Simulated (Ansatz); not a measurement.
**Structure relaxation of B**

All numbers below come from DFT PBE, scalar-relativistic, plane waves, PAW (Ansatz 0.2.0). Cutoff 420 eV, Γ-centred k mesh, Gaussian smearing, no spin polarisation in the final step.

A relaxed cell is given with its space group left out.

```xyz
12
Lattice="2.4495 1.4142 4.1820 -2.4495 1.4142 4.1820 0.0000 -2.8284 4.1820" Properties=species:S:1:pos:R:3 pbc="T T T"
B    -1.5770    0.9105    2.8213
B     0.0000   -1.8210    2.8213
B     1.5770    0.9105    2.8213
B     1.5770   -0.9105    9.7248
B    -1.5770   -0.9105    9.7248
B     0.0000    1.8210    9.7248
B    -1.0033    0.5793    4.4860
B     0.0000   -1.1585    4.4860
B     1.0033    0.5793    4.4860
B     1.0033   -0.5793    8.0601
B    -1.0033   -0.5793    8.0601
B     0.0000    1.1585    8.0601
```

(1) What space group does it have?

(2) Is it a metal?

Results:

(1) R-3m (No. 166). Conventional cell: a = 4.899 Å, c = 12.546 Å. Around B on Wyckoff site h (6 atoms of the primitive cell) lie 6 B at 1.67–1.80 Å; around B on Wyckoff site h (6 atoms of the primitive cell) lie 5 B at 1.78–1.80 Å and 2 B at 2.01 Å.

(2) No, the gap on the 9×9×9 mesh is 1.46 eV.

The final run used a 9×9×9 mesh on its 12-atom cell and 0.02 eV smearing.